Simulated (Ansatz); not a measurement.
# La on Co(0001): change of the work function, part 4 of 4

Aim: the work function of Co(0001) at several coverages of La (fcc site), and the dipole that each adsorbate carries.

Ansatz 0.2.0; plane-wave DFT, PBE, Ansatz PAW.

So far, work function, upper face (eV): step 2 (the clean slab) 4.93; step 3 (37 atoms, coverage 0.111 ML, cell 3x3) 2.47.

## (4) The covered slab, k-mesh 6×6×1, coverage 0.25 ML (continued)

Projected DOS per atom, spin up over height of the atomic layer and energy from the Fermi level. Layers: Co4 Co4 Co4 Co4 La from below.

Ten even steps from '_' (0.0 states/eV) to '@' (9.9 states/eV), each cell a mean:
```
________@@
________..
________..
__________
__________
__________
........__
........__
..____..__
........__
........__
__________
__________
__________
__________
__________
__________
__________
__________
__________
__________
__________
```
Columns: height of the atomic layer (Å) from 9 to 17.2; rows upwards: energy from the Fermi level (eV) from -7.96 to 1.95.

Projected DOS per atom, spin down over height of the atomic layer and energy from the Fermi level. Layers: Co4 Co4 Co4 Co4 La from below.

Ten even steps from '_' (0.0 states/eV) to '@' (11.0 states/eV), each cell a mean:
```
________@@
________..
......____
..________
__________
....______
........__
______..__
__________
__________
__________
__________
__________
__________
__________
__________
__________
__________
__________
__________
__________
__________
```
Columns: height of the atomic layer (Å) from 9 to 17.2; rows upwards: energy from the Fermi level (eV) from -7.96 to 1.95.

Site moment by atom:

| atom | site moment (μB) |
| --- | --- |
| Co1 | 1.83 |
| Co2 | 1.76 |
| Co3 | 1.71 |
| Co4 | 1.37 |
| Co5 | 1.83 |
| Co6 | 1.76 |
| Co7 | 1.71 |
| Co8 | 1.37 |
| Co9 | 1.83 |
| Co10 | 1.76 |
| Co11 | 1.71 |
| Co12 | 1.37 |
| Co13 | 1.84 |
| Co14 | 1.75 |
| Co15 | 1.76 |
| Co16 | 1.75 |
| La17 | -0.13 |

Spin density in the ca plane at fractional y = 0.000, with atoms of Co within 0.2 Å of it.

Ten even steps from '0' (0.0 e/Å³) to '9' (5.3 e/Å³), each cell a mean:
```
00000001530000000014300000000000000000000000
00000000000000000000000000000000000000000000
00000000000000000000000000000000000000000000
00000000000000000000000000000000000000000000
00000000000000000000000000000000000000000000
00000001530000000014300000000000000000000000
00000002950000000027300000000000000000000000
00000000110000000001000000000000000000000000
00000000000000000000000000000000000000000000
00000000000000000000000000000000000000000000
00000000000000000000000000000000000000000000
00000000110000000001000000000000000000000000
00000002950000000027300000000000000000000000
```
Columns run along c (16.0 Å, from fractional 0.30 to 0.89 of the cell), rows up along a (5.0 Å). Atoms in or near the plane, at fractional coordinates: Co at (0.41, 0.00), Co at (0.55, 0.99), Co at (0.41, 0.50), Co at (0.55, 0.51).

ELF in the ca plane at fractional y = 0.000, with atoms of Co within 0.2 Å of it. It is the smooth field of the valence electrons, not physical close to the nuclei.

Values, 7 rows by 16 columns, each cell a mean:
```
0.28 0.25 0.31 0.45 0.25 0.24 0.32 0.47 0.22 0.09 0.06 0.09 0.05 0.01 0.00 0.00
0.18 0.18 0.25 0.24 0.20 0.19 0.24 0.24 0.33 0.20 0.10 0.08 0.04 0.01 0.00 0.00
0.24 0.22 0.26 0.33 0.23 0.21 0.27 0.36 0.24 0.11 0.07 0.09 0.04 0.01 0.00 0.00
0.37 0.33 0.42 0.66 0.28 0.31 0.41 0.66 0.24 0.29 0.12 0.11 0.08 0.02 0.00 0.00
0.20 0.19 0.23 0.25 0.22 0.19 0.24 0.25 0.46 0.81 0.39 0.15 0.11 0.03 0.00 0.00
0.19 0.18 0.24 0.23 0.21 0.18 0.24 0.25 0.49 0.83 0.43 0.15 0.11 0.03 0.00 0.00
0.34 0.30 0.38 0.58 0.27 0.29 0.37 0.57 0.28 0.44 0.18 0.12 0.08 0.02 0.00 0.00
```
Columns run along c (16.0 Å, from fractional 0.30 to 0.89 of the cell), rows up along a (5.0 Å). Atoms in or near the plane, at fractional coordinates: Co at (0.41, 0.00), Co at (0.55, 0.99), Co at (0.41, 0.50), Co at (0.55, 0.51).

Electrostatic potential energy in the ca plane at fractional y = 0.000, with atoms of Co within 0.2 Å of it. With pseudopotentials it is smooth inside the atoms' cores, unlike the true potential.

Ten even steps from '0' (-53 eV) to '9' (7 eV), each cell a mean:
```
99999961004899999610048999999999999999999999
98878985347988789853479999999999999999999999
97557999889985579988899999999999999999999999
97557999889985579988899999999999999999999999
98878985347988789853479999999999999999999999
99999961004899999610048999999999999999999999
99999950003899999500038988889999999999999999
99889973125999899731268876788999999999999999
98668998678987679987788743468999999999999999
97557999999986568999998632368999999999999999
98668998678987679987788743468999999999999999
99889973125999899731268876788999999999999999
99999950003899999500038988889999999999999999
```
Columns run along c (16.0 Å, from fractional 0.30 to 0.89 of the cell; values clipped at the 3rd and 97th percentile), rows up along a (5.0 Å). Atoms in or near the plane, at fractional coordinates: Co at (0.41, 0.00), Co at (0.55, 0.99), Co at (0.41, 0.50), Co at (0.55, 0.51).

The relaxation took 8 steps and lowered the energy by 1.6 eV; the largest force on the free atoms ends at 0.011 eV/Å.

By hand: a sheet of dipoles makes a step −p/(ε₀A) in the electron's potential. With e/ε₀ = 180.95 V·Å, p = 0.3034 e·Å and A = 21.82 Å², that is −180.95 × (0.3034) / 21.82 = -2.515 eV, and the two vacuum levels of the run differ by -2.515 eV.

The covered face has 2.46 eV, -2.47 eV against the clean one; the bare back face has moved by -0.01 eV, a measure of how thin the slab is.

## (5) Work function against coverage

This step: plane-wave DFT, PBE, Ansatz PAW; work function against coverage (Ansatz 0.2.0).

The runs are now put side by side.

Numbers from this step:

* work function of the clean face: 4.925 eV
* largest change of the work function: -2.467 eV

Table of work function of the covered face by coverage:

| coverage (adsorbates/nm²) | work function of the covered face (eV) |
| --- | --- |
| 0.00 | 4.93 |
| 2.04 | 2.47 |
| 4.58 | 2.46 |

The dipole per adsorbate comes from the change of the cell's dipole. Coverage, by row:

| coverage (1/nm²) | coverage (ML) | work function (eV) | change (eV) | dipole per adsorbate, positive end outwards (debye) | mean height of the added atoms over the highest substrate atom (Å) |
| --- | --- | --- | --- | --- | --- |
| 2.036 | 0.1111 | 2.474 | -2.452 | 3.172 | 2.07 |
| 4.582 | 0.25 | 2.459 | -2.467 | 1.421 | 2.022 |

## (6) Outcome

| Quantity | Value |
| --- | --- |
| work function of the clean face | 4.93 eV |
| work function at 0.11 ML | 2.47 eV |
| work function at 0.25 ML | 2.46 eV |
| dipole per adsorbate at 0.11 ML, positive end outwards | 3.17 D |

What this shows: La lowers the work function of Co(0001) at the lowest coverage, by 2.45 eV: the adsorbate layer has its positive end outwards. The slab has 4 layers, at the tabulated experimental lattice constant, one starting site was run, and quantum-size effects of a slab this thin can reach one or two tenths of an eV. The magnetic order is the one reached from the typed start; other orders were not compared.

[Long decimals in the printed logs are rounded to 6 places.]

[Logs are printed without paths, hosts, clocks, repeated set-up lines and the standing remarks that a program may print on its own settings, such as how far it seeks lower states.]

[Hosts, paths, dates, database ids (printed as entryN), source tags and the programs' standing remarks are cut or masked in the printed files.]

[Maps of the electrostatic potential energy from Ansatz leave out the sawtooth potential of an applied field or a dipole correction, so their vacuum need not be flat; planar profiles and work functions include it.]
